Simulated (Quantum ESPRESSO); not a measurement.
PtSe2 (Sudovikovite):

```
Pt Se
1.0
     3.72400    0.00000    0.00000
    -1.86200    3.22508    0.00000
     0.00000    0.00000    5.06200
Pt Se
1 2
Direct
  0.00000 0.00000 0.00000
  0.66667 0.33333 0.75000
  0.33333 0.66667 0.25000
```

* Program: Quantum ESPRESSO 7.5
* Task: relaxation of cell and atoms
* Functional: PBE
* Dispersion: D4
* Potentials or basis: PseudoDojo 0.4.1 SR PBE standard
* Cutoff: 1170 eV
* Density cutoff: 4680 eV
* k mesh: 8 × 8 × 5
* Occupations: fermi-dirac, width 0.05 eV
* Spin: no spin polarisation

At the start: pressure 3.5 GPa; volume 20.27 Å³/atom.

**Question.** Where does the relaxation end?

**Answer.** Over 13 steps the energy falls by 18.7 meV/atom and the volume is 19.74 Å³/atom (-2.6 %); space group P-3m1 (No. 164, to 0.05 Å).

The path:
```
step  energy change (eV)  largest force (eV/Å)  pressure (GPa)  volume (Å³)
   1              0.0000                0.6251            3.52        60.80
   2             -0.0168                0.4403            2.03        61.18
   3             -0.0311                0.0998           -0.62        61.87
   4             -0.0321                0.0672           -0.83        61.85
   5             -0.0381                0.0801           -1.51        61.45
   6             -0.0442                0.1931           -1.57        60.62
   7             -0.0491                0.2110           -0.82        59.67
   8             -0.0519                0.1186            0.09        59.21
   9             -0.0529                0.0390            0.52        59.13
  10             -0.0537                0.0010            0.64        59.11
  11             -0.0553                0.0456            0.57        59.11
  12             -0.0559                0.0327            0.26        59.17
  13             -0.0560                0.0083            0.04        59.21
```

Final structure:
```cif
data_structure
_symmetry_space_group_name_H-M 'P 1'
_symmetry_Int_Tables_number 1
_cell_length_a 3.7709
_cell_length_b 3.7709
_cell_length_c 4.8083
_cell_angle_alpha 90.000
_cell_angle_beta 90.000
_cell_angle_gamma 120.000
_cell_volume 59.21
loop_
_atom_site_label
_atom_site_type_symbol
_atom_site_fract_x
_atom_site_fract_y
_atom_site_fract_z
_atom_site_occupancy
Pt1 Pt 0.00000 0.00000 0.00000 1
Se1 Se 0.66667 0.33333 0.73330 1
Se2 Se 0.33333 0.66667 0.26670 1
```

Caveat: pairwise dispersion overbinds metals, which lowers pressure and volume.
